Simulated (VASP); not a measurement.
# C (P6_3/mmc) in VASP: notebook, part 2 of 2

VASP 6.6.1. The steps go on from the part before.

## Step 3: Relaxation of cell and atoms, PBE+D3(BJ)

This run uses another cell than the first one, of 8.86 Å³/atom, 1.013 times its volume.

INCAR

```
SYSTEM = C
  PREC = Accurate
  ENCUT = 520
  EDIFF = 1E-7
  ISMEAR = 0
  SIGMA = 0.02
  LREAL = .False.
  LASPH = .True.
  NELM = 60
  ALGO = Fast
  ISIF = 3
  LWAVE = .False.
  LCHARG = .False.
  GGA = PE
  IVDW = 12
  IBRION = 2
  NSW = 80
  EDIFFG = -0.002
```

KPOINTS

```
regular mesh
0
Gamma
  21 21 8
  0 0 0
```

POSCAR

```
C                                       
1.0
    2.4663058527      0.0000000000     -0.0000000000
   -1.2331529264      2.1358835203      0.0000000000
   -0.0000000000     -0.0000000000      6.7290683120
  C             
     4
Direct
     0.0000000000000000    0.0000000000000000    0.7500000000000000
     0.0000000000000000    0.0000000000000000    0.2500000000000000
     0.3333333300000021    0.6666666699999979    0.7500000000000000
     0.6666666699999979    0.3333333300000021    0.2500000000000000
```

Potentials or basis: VASP PAW PBE potentials, release 64 (C).

Started as:

```bash
> cat potpaw_PBE.64/C/POTCAR > POTCAR
> mpirun -np 1 vasp_std > vasp.out
```

OUTCAR:

```text
SYSTEM = C
   PREC = Accurate
   ENCUT = 520
   EDIFF = 1E-7
   ISMEAR = 0
   LREAL = .False.
   LASPH = .True.
   NELM = 60
   ISIF = 3
   GGA = PE
   IVDW = 12
   IBRION = 2
   NSW = 80
   EDIFFG = -0.002
 IVDW          = 12

 ion  position               nearest neighbor table
   1  0.000  0.000  0.750-   3 1.42   3 1.42   3 1.42
   2  0.000  0.000  0.250-   4 1.42   4 1.42   4 1.42
   3  0.333  0.667  0.750-   1 1.42   1 1.42   1 1.42
   4  0.667  0.333  0.250-   2 1.42   2 1.42   2 1.42

  LATTYP: Found a hexagonal cell.
 ALAT       =     2.4663058527
 C/A-ratio  =     2.7283997662

  Lattice vectors:

 A1 = (   2.4663058527,   0.0000000000,   0.0000000000)
 A2 = (  -1.2331529264,   2.1358835203,   0.0000000000)
 A3 = (   0.0000000000,   0.0000000000,   6.7290683120)

Analysis of symmetry for initial positions (statically):
=====================================================================
 Subroutine PRICEL returns:
 Original cell was already a primitive cell.

 Routine SETGRP: Setting up the symmetry group for a
 hexagonal supercell.

 Subroutine GETGRP returns: Found 24 space group operations
 (whereof 12 operations were pure point group operations)
 out of a pool of 24 trial point group operations.

The static configuration has the point symmetry D_3d.
 The point group associated with its full space group is D_6h.

Analysis of symmetry for dynamics (positions and initial velocities):
=====================================================================
 Subroutine PRICEL returns:
 Original cell was already a primitive cell.

 Routine SETGRP: Setting up the symmetry group for a
 hexagonal supercell.

 Subroutine GETGRP returns: Found 24 space group operations
 (whereof 12 operations were pure point group operations)
 out of a pool of 24 trial point group operations.

The dynamic configuration has the point symmetry D_3d.
 The point group associated with its full space group is D_6h.

 Subroutine INISYM returns: Found 24 space group operations
 (whereof 12 operations are pure point group operations),
 and found     1 'primitive' translations

----------------------------------------------------------------------------------------

                                     Primitive cell

  volume of cell :      35.4470

  direct lattice vectors                    reciprocal lattice vectors
     2.466305853  0.000000000  0.000000000     0.405464715  0.234095163  0.000000000
    -1.233152926  2.135883520  0.000000000     0.000000000  0.468190325  0.000000000
     0.000000000  0.000000000  6.729068312     0.000000000  0.000000000  0.148608983

  length of vectors
     2.466305853  2.466305851  6.729068312     0.468190325  0.468190325  0.148608983

  position of ions in fractional coordinates (direct lattice)
     0.000000000  0.000000000  0.750000000
     0.000000000  0.000000000  0.250000000
     0.333333330  0.666666670  0.750000000
     0.666666670  0.333333330  0.250000000

  ion indices of the primitive-cell ions
   primitive index   ion index
                 1           1
                 2           2
                 3           3
                 4           4

----------------------------------------------------------------------------------------

 KPOINTS: regular mesh

Automatic generation of k-mesh.
 Grid dimensions read from file:
 generate k-points for:   21   21    8

 Generating k-lattice:

  Cartesian coordinates                     Fractional coordinates (reciprocal lattice)
     0.019307844  0.011147389  0.000000000     0.047619048  0.000000000  0.000000000
     0.000000000  0.022294777  0.000000000     0.000000000  0.047619048  0.000000000
     0.000000000  0.000000000  0.018576123     0.000000000  0.000000000  0.125000000

  Length of vectors
     0.022294777  0.022294777  0.018576123

  Shift w.r.t. Gamma in fractional coordinates (k-lattice)
     0.000000000  0.000000000  0.000000000

 Subroutine IBZKPT returns following result:
 ===========================================

 Found    240 irreducible k-points:

 Following reciprocal coordinates:
            Coordinates               Weight
  0.000000  0.000000  0.000000      1.000000
  0.047619  0.000000  0.000000      6.000000
  0.095238  0.000000  0.000000      6.000000
  0.142857 -0.000000  0.000000      6.000000
  0.190476  0.000000  0.000000      6.000000
  0.238095 -0.000000  0.000000      6.000000
[... 16 lines left out ...]
  0.142857  0.095238  0.000000     12.000000
  0.190476  0.095238  0.000000     12.000000
 [... further k-points ...]
   k-points           NKPTS =    240   k-points in BZ     NKDIM =    240   number of bands    NBANDS=     12
   number of dos      NEDOS =    301   number of ions     NIONS =      4
   total plane-waves  NPLWV =  16200
   dimension x,y,z NGX =    18 NGY =   18 NGZ =   50
   dimension x,y,z NGXF=    36 NGYF=   36 NGZF=  100
   ions per type =               4
   NGX,Y,Z   is equivalent  to a cutoff of  12.13, 12.13, 12.35 a.u.
   NGXF,Y,Z  is equivalent  to a cutoff of  24.27, 24.27, 24.71 a.u.
 SYSTEM =  C
   PREC   = accura    normal or accurate (medium, high low for compatibility)
   ISTART =      0    job   : 0-new  1-cont  2-samecut
   ICHARG =      2    charge: 1-file 2-atom 10-const
   ISPIN  =      1    spin polarized calculation?
   LNONCOLLINEAR =      F non collinear calculations
   LSORBIT =      F    spin-orbit coupling
   LASPH  =      T    aspherical Exc in radial PAW
   ENCUT  =  520.0 eV  38.22 Ry    6.18 a.u.   4.59  4.59 12.51*2*pi/ulx,y,z
   NELM   =     60;   NELMIN=  2; NELMDL= -5     # of ELM steps
   EDIFF  = 0.1E-06   stopping-criterion for ELM
   LREAL  =      F    real-space projection
   EDIFFG = -.2E-02   stopping-criterion for IOM
   NSW    =     80    number of steps for IOM
   IBRION =      2    ionic relax: 0-MD 1-quasi-New 2-CG
   NFREE  =      1    steps in history (QN), initial steepest desc. (CG)
   ISIF   =      3    stress and relaxation
   ISYM   =      2    0-nonsym 1-usesym 2-fastsym
   POTIM  = 0.5000    time-step for ionic-motion
   TEBEG  =    0.0;   TEEND  =   0.0 temperature during run
   PSTRESS=    0.0 pullay stress
   NELECT =      16.0000    total number of electrons
   NUPDOWN=      -1.0000    fix difference up-down
   EMIN   =  10.00;   EMAX   =-10.00  energy-range for DOS
   EFERMI =   0.00;   METHOD = LEGACY
   ISMEAR =     0;   SIGMA  =   0.02  broadening in eV -4-tet -1-fermi 0-gaus
   EFERMI_NEDOS =   21; number of points for ismear=-14 and -15
   IALGO  =     68    algorithm
   IMIX   =      4    mixing-type and parameters
     AMIX     =   0.40;   BMIX     =  1.00
     AMIX_MAG =   1.60;   BMIX_MAG =  1.00
  volume/ion in A,a.u.               =       8.86        59.80
  Fermi-wavevector in a.u.,A,eV,Ry     =   1.255803  2.373124 21.456964  1.577042
  Thomas-Fermi vector in A             =   2.389542
   LORBIT       =      0    0 simple, 1 ext, 2 COOP (PROOUT), +10 PAW based schemes
   GGA     = PE    functional components
   LHFCALC =     F    Hartree Fock is set to
   AEXX    =    0.0000 exact exchange contribution
   IVDW    =    12    specifies the selected vdW correction
   LEPSILON=     F    determine dielectric tensor
   LRPA    =     F    only Hartree local field effects (RPA)
 conjugate gradient relaxation of ions
 non-spin polarized calculation
 RMM-DIIS sequential band-by-band and
 Gauss-broadening in eV      SIGMA  =   0.02
  energy-cutoff  :      520.00
  volume of cell :       35.45
 maximum number of plane-waves:       979
   NGX =  9   NGY =  9   NGZ = 25

--------------------------------------- Ionic step        1  -------------------------------------------

 number of electron      15.9999994 magnetization

 Free energy of the ion-electron system (eV)
  ---------------------------------------------------
  ext. energy  EPLUGINS =         0.00000000
  ---------------------------------------------------
  free energy    TOTEN  =       -36.84643175 eV

  energy without entropy =      -36.84634344  energy(sigma->0) =      -36.84638759

------------------------ aborting loop because EDIFF is reached ----------------------------------------

 Edisp (eV)   -0.62314

 E8    (eV) :    -0.1765
[... 117 lines left out ...]
--------------------------------------- Ionic step        4  -------------------------------------------

 number of electron      15.9999994 magnetization

 Free energy of the ion-electron system (eV)
  ---------------------------------------------------
  ext. energy  EPLUGINS =         0.00000000
  ---------------------------------------------------
  free energy    TOTEN  =       -36.84637481 eV

  energy without entropy =      -36.84628653  energy(sigma->0) =      -36.84633067

 E-fermi :   4.6396     XC(G=0): -10.3012

 val. band max:        4.6369850730   @ k =   0.3333   0.3333   0.5000
 cond. band min:       4.6400619611   @ k =   0.3333   0.3333   0.2500
 fundamental gap:      0.0030768881
 Fermi energy:         4.6396400961

 k-point     1 :       0.0000    0.0000    0.0000
  band No.  band energies     occupation
      1     -14.9927      2.00000
      2     -14.6987      2.00000
      3      -3.8474      2.00000
      4      -1.9070      2.00000
      5       1.6259      2.00000
      6       1.6259      2.00000
      7       1.6439      2.00000
      8       1.6439      2.00000
      9       8.9139      0.00000
     10      12.9564      0.00000
     11      12.9591      0.00000
     12      13.0071      0.00000
[... 331 lines left out ...]
 k-point    24 :       0.1905    0.0952    0.0000
  band No.  band energies     occupation
      1     -13.4909      2.00000
      2     -13.2236      2.00000
      3      -2.5374      2.00000
      4      -2.4590      2.00000
      5      -2.0391      2.00000
      6      -0.8664      2.00000
      7      -0.8171      2.00000
      8      -0.2320      2.00000
      9      10.7502      0.00000
     10      11.6794      0.00000
     11      12.1843      0.00000
     12      13.4775      0.00000

 [... further k-points ...]

------------------------ aborting loop because EDIFF is reached ----------------------------------------

 Edisp (eV)   -0.62320

 E8    (eV) :    -0.1765
[... 27 lines left out ...]
  FREE ENERGIE OF THE ION-ELECTRON SYSTEM (eV)
  ---------------------------------------------------
  free  energy   TOTEN  =       -37.4695761025 eV

  energy  without entropy=      -37.4694878208  energy(sigma->0) =      -37.46953196

 reached required accuracy - stopping structural energy minimisation
```

Run time: 1.8 min. Hardware: 1 thread of Intel Xeon Platinum 8488C (Sapphire Rapids), shared host; peak memory 0.21 GiB.

What came out:

* Free energy: -37.4696 eV
* Relaxed volume: 8.86 Å³/atom
* Relaxed cell: a = 2.466 Å, b = 2.466 Å, c = 6.729 Å, α = 90.00°, β = 90.00°, γ = 120.00°
* Space group after relaxing (to 0.05 Å): P6_3/mmc (No. 194)
* Energy gained by relaxing: 0.0 meV/atom
* Ionic steps: 4
* Pressure after relaxing: 0.0 GPa
* Band gap on the k mesh: none (metal or under the smearing width)
* Dispersion energy per atom: -0.156 eV

Final structure:
```
C
1.0
     2.46625    0.00000    0.00000
    -1.23312    2.13583    0.00000
     0.00000    0.00000    6.72859
C
4
Direct
  0.00000 0.00000 0.75000
  0.00000 0.00000 0.25000
  0.33333 0.66667 0.75000
  0.66667 0.33333 0.25000
```
